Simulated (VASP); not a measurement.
Input of a VASP 6.6.1 run:

File INCAR:

```
SYSTEM = SiMo3
PREC = Normal
ENCUT = 520
EDIFF = 1E-4
ISMEAR = 0
SIGMA = 0.15
LREAL = .False.
LASPH = .True.
NELM = 60
ALGO = Fast
ISIF = 3
LWAVE = .False.
LCHARG = .False.
GGA = PE
IBRION = 2
NSW = 24
EDIFFG = -0.08
KPAR = 2
```

KPOINTS

```
Automatic mesh
0
Gamma
  5 5 5
  0 0 0
```

File POSCAR:

```
SiMo3
1.0
   -2.6951711400      2.6951711400      2.6951711400
    2.6951711400     -2.6951711400      2.6951711400
    2.6951711400      2.6951711400     -2.6951711400
Si Mo
1 3
Direct
    0.0000000000      0.0000000000      0.0000000000
    0.0000000000      0.5000000000      0.5000000000
    0.5000000000      0.0000000000      0.5000000000
    0.5000000000      0.5000000000      0.0000000000
```

Potentials or basis: VASP PAW PBE potentials, release 64 (Si, Mo_sv).

The run is started by

```sh
$ cat potpaw_PBE.64/Si/POTCAR potpaw_PBE.64/Mo_sv/POTCAR > POTCAR
$ mpirun -np 2 vasp_std > vasp.out
```

**Question.** Predict the space group after relaxing (to 0.05 Å).

**Answer.** Im-3m (No. 229).

**Question.** Estimate the relaxed volume.

**Answer.** 17.07 Å³/atom.

Final structure:
```
Si Mo
1.0
    -2.57481    2.57481    2.57481
     2.57481   -2.57481    2.57481
     2.57481    2.57481   -2.57481
Si Mo
1 3
Direct
  0.00000 0.00000 0.00000
  0.00000 0.50000 0.50000
  0.50000 0.00000 0.50000
  0.50000 0.50000 0.00000
```
